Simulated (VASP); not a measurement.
# In (I4/mmm) in VASP: further runs

One crystal, In, is run at these levels: PBE+D3(BJ); tasks: relaxation of cell and atoms.

All numbers are computed with VASP 6.6.1; they aren't measurements. Logs are shortened: lines on timing, memory, paths and dates and some standing lists are left out, and cuts for length are marked.

### 1 Starting point

It takes space group I4/mmm (No. 139, tetragonal). Conventional cell: a = 3.251 Å, b = 3.251 Å, c = 4.947 Å, α = 90.00°, β = 90.00°, γ = 90.00°. In (site symmetry 4/mmm) has 12 In at 3.25 to 3.38 Å as nearest neighbours.

### 2 Relaxation of cell and atoms, PBE+D3(BJ)

File INCAR:

```
PREC = Accurate
ENCUT = 600
EDIFF = 1E-6
ISMEAR = 1
SIGMA = 0.1
LREAL = False
LASPH = True
NELM = 80
ALGO = Normal
ISIF = 3
LWAVE = False
LCHARG = False
GGA = PE
IVDW = 12
IBRION = 2
NSW = 90
EDIFFG = -0.01
```

File KPOINTS:

```
Automatic mesh
0
Gamma
  20 20 20
```

File POSCAR:

```
In
1.0
   -1.6254700000      1.6254700000      2.4737000000
    1.6254700000     -1.6254700000      2.4737000000
    1.6254700000      1.6254700000     -2.4737000000
In
1
Direct
    0.0000000000      0.0000000000      0.0000000000
```

Potentials or basis: VASP PAW PBE potentials, release 64 (In_d).

Started as:

```bash
$ cat potpaw_PBE.64/In_d/POTCAR > POTCAR
$ mpirun -np 1 vasp_std > vasp.out
```

OUTCAR:

```text
PREC = Accurate
   ENCUT = 600
   EDIFF = 1E-6
   ISMEAR = 1
   LREAL = False
   LASPH = True
   NELM = 80
   ISIF = 3
   GGA = PE
   IVDW = 12
   IBRION = 2
   NSW = 90
   EDIFFG = -0.01
 IVDW          = 12

 ion  position               nearest neighbor table
   1  0.000  0.000  0.000-

  LATTYP: Found a body centered tetragonal cell.
 ALAT       =     3.2509400000
 C/A-ratio  =     1.5218367611

  Lattice vectors:

 A1 = (  -1.6254700000,   1.6254700000,   2.4737000000)
 A2 = (   1.6254700000,  -1.6254700000,   2.4737000000)
 A3 = (   1.6254700000,   1.6254700000,  -2.4737000000)

Analysis of symmetry for initial positions (statically):
=====================================================================
 Subroutine PRICEL returns:
 Original cell was already a primitive cell.

 Routine SETGRP: Setting up the symmetry group for a
 body centered tetragonal supercell.

 Subroutine GETGRP returns: Found 16 space group operations
 (whereof 16 operations were pure point group operations)
 out of a pool of 16 trial point group operations.

The static configuration has the point symmetry D_4h.

Analysis of symmetry for dynamics (positions and initial velocities):
=====================================================================
 Subroutine PRICEL returns:
 Original cell was already a primitive cell.

 Routine SETGRP: Setting up the symmetry group for a
 body centered tetragonal supercell.

 Subroutine GETGRP returns: Found 16 space group operations
 (whereof 16 operations were pure point group operations)
 out of a pool of 16 trial point group operations.

The dynamic configuration has the point symmetry D_4h.

 Subroutine INISYM returns: Found 16 space group operations
 (whereof 16 operations are pure point group operations),
 and found     1 'primitive' translations

----------------------------------------------------------------------------------------

                                     Primitive cell

  volume of cell :      26.1436

  direct lattice vectors                    reciprocal lattice vectors
    -1.625470000  1.625470000  2.473700000     0.000000000  0.307603339  0.202126369
     1.625470000 -1.625470000  2.473700000     0.307603339  0.000000000  0.202126369
     1.625470000  1.625470000 -2.473700000     0.307603339  0.307603339  0.000000000

  length of vectors
     3.376906444  3.376906444  3.376906444     0.368069129  0.368069129  0.435016814

  position of ions in fractional coordinates (direct lattice)
     0.000000000  0.000000000  0.000000000

  ion indices of the primitive-cell ions
   primitive index   ion index
                 1           1

----------------------------------------------------------------------------------------

 KPOINTS: Automatic mesh

Automatic generation of k-mesh.
 Grid dimensions read from file:
 generate k-points for:   20   20   20

 Generating k-lattice:

  Cartesian coordinates                     Fractional coordinates (reciprocal lattice)
     0.000000000  0.015380167  0.010106318     0.050000000  0.000000000  0.000000000
     0.015380167  0.000000000  0.010106318     0.000000000  0.050000000  0.000000000
     0.015380167  0.015380167  0.000000000     0.000000000  0.000000000  0.050000000

  Length of vectors
     0.018403456  0.018403456  0.021750841

  Shift w.r.t. Gamma in fractional coordinates (k-lattice)
     0.000000000  0.000000000  0.000000000

 Subroutine IBZKPT returns following result:
 ===========================================

 Found    641 irreducible k-points:

 Following reciprocal coordinates:
            Coordinates               Weight
  0.000000  0.000000  0.000000      1.000000
  0.050000  0.000000 -0.000000      8.000000
  0.100000  0.000000 -0.000000      8.000000
  0.150000  0.000000  0.000000      8.000000
  0.200000  0.000000 -0.000000      8.000000
  0.250000  0.000000 -0.000000      8.000000
[... 16 lines left out ...]
 -0.400000  0.050000  0.000000     16.000000
 -0.350000  0.050000  0.000000     16.000000
 [... further k-points ...]
   k-points           NKPTS =    641   k-points in BZ     NKDIM =    641   number of bands    NBANDS=     10
   number of dos      NEDOS =    301   number of ions     NIONS =      1
   total plane-waves  NPLWV =  21952
   dimension x,y,z NGX =    28 NGY =   28 NGZ =   28
   dimension x,y,z NGXF=    56 NGYF=   56 NGZF=   56
   ions per type =               1
   NGX,Y,Z   is equivalent  to a cutoff of  13.78, 13.78, 13.78 a.u.
   NGXF,Y,Z  is equivalent  to a cutoff of  27.57, 27.57, 27.57 a.u.
 SYSTEM =  unknown system
   PREC   = accura    normal or accurate (medium, high low for compatibility)
   ISTART =      0    job   : 0-new  1-cont  2-samecut
   ICHARG =      2    charge: 1-file 2-atom 10-const
   ISPIN  =      1    spin polarized calculation?
   LNONCOLLINEAR =      F non collinear calculations
   LSORBIT =      F    spin-orbit coupling
   LASPH  =      T    aspherical Exc in radial PAW
   ENCUT  =  600.0 eV  44.10 Ry    6.64 a.u.   6.74  6.74  6.74*2*pi/ulx,y,z
   NELM   =     80;   NELMIN=  2; NELMDL= -5     # of ELM steps
   EDIFF  = 0.1E-05   stopping-criterion for ELM
   LREAL  =      F    real-space projection
   EDIFFG = -.1E-01   stopping-criterion for IOM
   NSW    =     90    number of steps for IOM
   IBRION =      2    ionic relax: 0-MD 1-quasi-New 2-CG
   NFREE  =      1    steps in history (QN), initial steepest desc. (CG)
   ISIF   =      3    stress and relaxation
   ISYM   =      2    0-nonsym 1-usesym 2-fastsym
   POTIM  = 0.5000    time-step for ionic-motion
   TEBEG  =    0.0;   TEEND  =   0.0 temperature during run
   PSTRESS=    0.0 pullay stress
   NELECT =      13.0000    total number of electrons
   NUPDOWN=      -1.0000    fix difference up-down
   EMIN   =  10.00;   EMAX   =-10.00  energy-range for DOS
   EFERMI =   0.00;   METHOD = LEGACY
   ISMEAR =     1;   SIGMA  =   0.10  broadening in eV -4-tet -1-fermi 0-gaus
   EFERMI_NEDOS =   21; number of points for ismear=-14 and -15
   IALGO  =     38    algorithm
   IMIX   =      4    mixing-type and parameters
     AMIX     =   0.40;   BMIX     =  1.00
     AMIX_MAG =   1.60;   BMIX_MAG =  1.00
  volume/ion in A,a.u.               =      26.14       176.43
  Fermi-wavevector in a.u.,A,eV,Ry     =   1.296983  2.450943 22.887245  1.682165
  Thomas-Fermi vector in A             =   2.428405
   LORBIT       =      0    0 simple, 1 ext, 2 COOP (PROOUT), +10 PAW based schemes
   GGA     = PE    functional components
   LHFCALC =     F    Hartree Fock is set to
   AEXX    =    0.0000 exact exchange contribution
   IVDW    =    12    specifies the selected vdW correction
   LEPSILON=     F    determine dielectric tensor
   LRPA    =     F    only Hartree local field effects (RPA)
 conjugate gradient relaxation of ions
 non-spin polarized calculation
 Methfessel and Paxton  Order N= 1 SIGMA  =   0.10
  energy-cutoff  :      600.00
  volume of cell :       26.14
 maximum number of plane-waves:       901
   NGX = 13   NGY = 13   NGZ = 13

--------------------------------------- Ionic step        1  -------------------------------------------

 number of electron      13.0000006 magnetization

 Free energy of the ion-electron system (eV)
  ---------------------------------------------------
  ext. energy  EPLUGINS =         0.00000000
  ---------------------------------------------------
  free energy    TOTEN  =        -2.55084862 eV

  energy without entropy =       -2.55068678  energy(sigma->0) =       -2.55079468

------------------------ aborting loop because EDIFF is reached ----------------------------------------

 Edisp (eV)   -0.33841

 E8    (eV) :    -0.1689

  FORCE on cell =-STRESS in cart. coord.  units (eV):
  Direction    XX          YY          ZZ          XY          YZ          ZX
  --------------------------------------------------------------------------------------
  -------------------------------------------------------------------------------------
  Total       0.01771     0.01771    -0.05151     0.00000     0.00000     0.00000
  in kB       1.08519     1.08519    -3.15667     0.00000     0.00000     0.00000
  external pressure =       -0.33 kB  Pullay stress =        0.00 kB

 VOLUME and BASIS-vectors are now :
 -----------------------------------------------------------------------------
  energy-cutoff  :      600.00
  volume of cell :       26.14
      direct lattice vectors                 reciprocal lattice vectors
    -1.625470000  1.625470000  2.473700000     0.000000000  0.307603339  0.202126369
     1.625470000 -1.625470000  2.473700000     0.307603339  0.000000000  0.202126369
     1.625470000  1.625470000 -2.473700000     0.307603339  0.307603339  0.000000000
[... 235 lines left out ...]
 POSITION                                       TOTAL-FORCE (eV/Angst)
 -----------------------------------------------------------------------------------
      0.00000      0.00000     -0.00000         0.000000     -0.000000      0.000000
 -----------------------------------------------------------------------------------
    total drift:                               -0.000000     -0.000000      0.000000

  FREE ENERGIE OF THE ION-ELECTRON SYSTEM (eV)
  ---------------------------------------------------
  free  energy   TOTEN  =        -2.8899879695 eV

  energy  without entropy=       -2.8900378643  energy(sigma->0) =       -2.89000460

--------------------------------------- Ionic step        8  -------------------------------------------

 number of electron      13.0000004 magnetization

 Free energy of the ion-electron system (eV)
  ---------------------------------------------------
  ext. energy  EPLUGINS =         0.00000000
  ---------------------------------------------------
  free energy    TOTEN  =        -2.55110678 eV

  energy without entropy =       -2.55115332  energy(sigma->0) =       -2.55112229

 E-fermi :   7.5682     XC(G=0): -10.2629

 val. band max:        7.5664666194   @ k =   0.5000   0.1500   0.1000
 cond. band min:       7.5724947147   @ k =  -0.3500  -0.3500   0.0500
 fundamental gap:      0.0060280953
 Fermi energy:         7.5681623596

 k-point     1 :       0.0000    0.0000    0.0000
  band No.  band energies     occupation
      1      -7.1179      2.00000
      2      -7.0776      2.00000
      3      -7.0776      2.00000
      4      -6.9397      2.00000
      5      -6.8992      2.00000
      6      -2.0120      2.00000
      7      18.1185      0.00000
      8      18.1185      0.00000
      9      18.1945      0.00000
     10      19.0774      0.00000

 k-point     2 :       0.0500    0.0000   -0.0000
  band No.  band energies     occupation
      1      -7.1147      2.00000
      2      -7.0769      2.00000
      3      -7.0733      2.00000
      4      -6.9399      2.00000
      5      -6.9002      2.00000
      6      -1.9572      2.00000
      7      17.3671      0.00000
      8      18.0269      0.00000
      9      18.0507      0.00000
     10      18.9479      0.00000
[... 274 lines left out ...]
 k-point    24 :      -0.3500    0.0500    0.0000
  band No.  band energies     occupation
      1      -7.1335      2.00000
      2      -7.0731      2.00000
      3      -7.0438      2.00000
      4      -6.8486      2.00000
      5      -6.8086      2.00000
      6       0.5413      2.00000
      7       8.1322     -0.00000
      8      15.5342      0.00000
      9      16.4623      0.00000
     10      18.4352      0.00000

 [... further k-points ...]

------------------------ aborting loop because EDIFF is reached ----------------------------------------

 Edisp (eV)   -0.33888

 E8    (eV) :    -0.1692

  FORCE on cell =-STRESS in cart. coord.  units (eV):
  Direction    XX          YY          ZZ          XY          YZ          ZX
  --------------------------------------------------------------------------------------
  -------------------------------------------------------------------------------------
  Total      -0.00265    -0.00265    -0.00965     0.00000     0.00000     0.00000
  in kB      -0.16260    -0.16260    -0.59235     0.00000     0.00000     0.00000
  external pressure =       -0.31 kB  Pullay stress =        0.00 kB

 VOLUME and BASIS-vectors are now :
 -----------------------------------------------------------------------------
  energy-cutoff  :      600.00
  volume of cell :       26.11
      direct lattice vectors                 reciprocal lattice vectors
    -1.648906485  1.648906485  2.400722828     0.000000000  0.303231265  0.208270607
     1.648906485 -1.648906485  2.400722828     0.303231265  0.000000000  0.208270607
     1.648906485  1.648906485 -2.400722828     0.303231265  0.303231265 -0.000000000

 POSITION                                       TOTAL-FORCE (eV/Angst)
 -----------------------------------------------------------------------------------
      0.00000      0.00000     -0.00000         0.000000      0.000000      0.000000
 -----------------------------------------------------------------------------------
    total drift:                                0.000000     -0.000000     -0.000000

  FREE ENERGIE OF THE ION-ELECTRON SYSTEM (eV)
  ---------------------------------------------------
  free  energy   TOTEN  =        -2.8899878156 eV

  energy  without entropy=       -2.8900343517  energy(sigma->0) =       -2.89000333

 reached required accuracy - stopping structural energy minimisation
```

Run time: 6.8 min. Hardware: 1 thread of Intel Xeon 6975P-C (Granite Rapids), shared host; peak memory 0.37 GiB.

Results:

* Free energy: -2.8900 eV
* Relaxed volume: 26.11 Å³/atom
* Relaxed cell: a = 3.347 Å, b = 3.347 Å, c = 3.347 Å, α = 120.97°, β = 120.97°, γ = 88.33°
* Space group after relaxing (to 0.05 Å): I4/mmm (No. 139)
* Energy gained by relaxing: 0.7 meV/atom
* Ionic steps: 8
* Pressure after relaxing: 0.0 GPa
* Band gap on the k mesh: none (metal or under the smearing width)
* Dispersion energy per atom: -0.339 eV

The path:
| step | energy change (eV) | largest force (eV/Å) | pressure (GPa) | volume (Å³) |
| --- | --- | --- | --- | --- |
| 1 | 0.0000 | 0.0000 | -0.03 | 26.14 |
| 2 | -0.0001 | 0.0000 | 0.00 | 26.12 |
| 3 | -0.0005 | 0.0000 | 0.11 | 26.06 |
| 4 | -0.0005 | 0.0000 | 0.30 | 25.93 |
| 5 | -0.0006 | 0.0000 | 0.19 | 25.99 |
| 6 | -0.0007 | 0.0000 | -0.13 | 26.15 |
| 7 | -0.0007 | 0.0000 | -0.04 | 26.11 |
| 8 | -0.0007 | 0.0000 | -0.03 | 26.11 |

Final structure:
```
CELL_PARAMETERS angstrom
-1.64891 1.64891 2.40072
1.64891 -1.64891 2.40072
1.64891 1.64891 -2.40072
ATOMIC_POSITIONS crystal
In 0.00000 0.00000 0.00000
```

Levels at points of the mesh, in eV from the Fermi level:
| k point | band 4 | band 5 | band 6 | band 7 | band 8 | band 9 |
| --- | --- | --- | --- | --- | --- | --- |
| (0.00, 0.00, 0.00) | -14.51 | -14.47 | -9.58 | 10.55 | 10.55 | 10.63 |
| (0.50, 0.00, 0.00) | -14.34 | -14.32 | -4.34 | -3.41 | 8.09 | 8.70 |
| (0.50, 0.50, 0.00) | -14.31 | -14.27 | -2.14 | -1.93 | 3.81 | 3.98 |
| (0.50, 0.50, 0.50) | -14.30 | -14.30 | -2.44 | -2.43 | 4.29 | 4.29 |

Caveat: pairwise dispersion overbinds metals, which lowers pressure and volume.

### 3 Relaxation of cell and atoms, PBE+D3(BJ)

Edit INCAR of step 2 so:

```diff
@@ -2,3 +2,3 @@
 ENCUT = 600
-EDIFF = 1E-6
+EDIFF = 1E-7
 ISMEAR = 1
@@ -16,2 +16,2 @@
 NSW = 90
-EDIFFG = -0.01
+EDIFFG = -0.005
```

KPOINTS is that of step 2.

File POSCAR:

```
In                                      
1.0
   -1.6489064846      1.6489064846      2.4007228275
    1.6489064846     -1.6489064846      2.4007228275
    1.6489064846      1.6489064846     -2.4007228275
  In            
     1
Direct
     0.0000000000000000    0.0000000000000000    0.0000000000000000
```

Potentials or basis: VASP PAW PBE potentials, release 64 (In_d).

Started as:

```bash
$ cat potpaw_PBE.64/In_d/POTCAR > POTCAR
$ mpirun -np 1 vasp_std > vasp.out
```

Run time: 6.7 min. Hardware: 1 thread of Intel Xeon 6975P-C (Granite Rapids), shared host; peak memory 0.36 GiB.

Results (log left out):

| Quantity | Value |
| --- | --- |
| Free energy | -2.8902 eV |
| Relaxed volume | 26.04 Å³/atom |
| Relaxed cell | a = 3.321 Å, b = 3.321 Å, c = 3.321 Å, α = 119.65°, β = 119.65°, γ = 90.60° |
| Space group after relaxing (to 0.05 Å) | I4/mmm (No. 139) |
| Energy gained by relaxing | 0.2 meV/atom |
| Ionic steps | 9 |
| Pressure after relaxing | 0.0 GPa |
| Band gap on the k mesh | none (metal or under the smearing width) |
| Dispersion energy per atom | -0.340 eV |

The path:
```tsv
step	energy change (eV)	largest force (eV/Å)	pressure (GPa)	volume (Å³)
1	0.0000	0.0000	-0.04	26.11
2	0.0000	0.0000	0.02	26.08
3	0.0000	0.0000	0.01	26.08
4	0.0000	0.0000	0.02	26.07
5	0.0000	0.0000	0.02	26.07
6	0.0000	0.0000	0.02	26.07
7	-0.0001	0.0000	-0.01	26.07
8	-0.0002	0.0000	-0.03	26.06
9	-0.0002	0.0000	0.00	26.04
```

Final structure:
```cif
data_structure
_symmetry_space_group_name_H-M 'P 1'
_symmetry_Int_Tables_number 1
_cell_length_a 3.3211
_cell_length_b 3.3211
_cell_length_c 3.3211
_cell_angle_alpha 119.655
_cell_angle_beta 119.655
_cell_angle_gamma 90.599
_cell_volume 26.04
loop_
_atom_site_label
_atom_site_type_symbol
_atom_site_fract_x
_atom_site_fract_y
_atom_site_fract_z
_atom_site_occupancy
In1 In 0.00000 0.00000 0.00000 1
```

Levels at points of the mesh, in eV from the Fermi level:
| k point | band 3 | band 4 | band 5 | band 6 | band 7 | band 8 | band 9 | band 10 |
| --- | --- | --- | --- | --- | --- | --- | --- | --- |
| (0.00, 0.00, 0.00) | -14.64 | -14.49 | -14.47 | -9.59 | 10.59 | 10.62 | 10.62 | 11.52 |
| (0.50, 0.00, 0.00) | -14.64 | -14.32 | -14.32 | -4.33 | -3.41 | 8.34 | 8.54 | 10.85 |
| (0.50, 0.50, 0.00) | -14.33 | -14.29 | -14.28 | -2.28 | -2.15 | 4.06 | 4.12 | 7.45 |
| (0.50, 0.50, 0.50) | -14.33 | -14.28 | -14.28 | -2.17 | -1.97 | 3.94 | 3.94 | 7.28 |

Caveat: pairwise dispersion overbinds metals, which lowers pressure and volume.
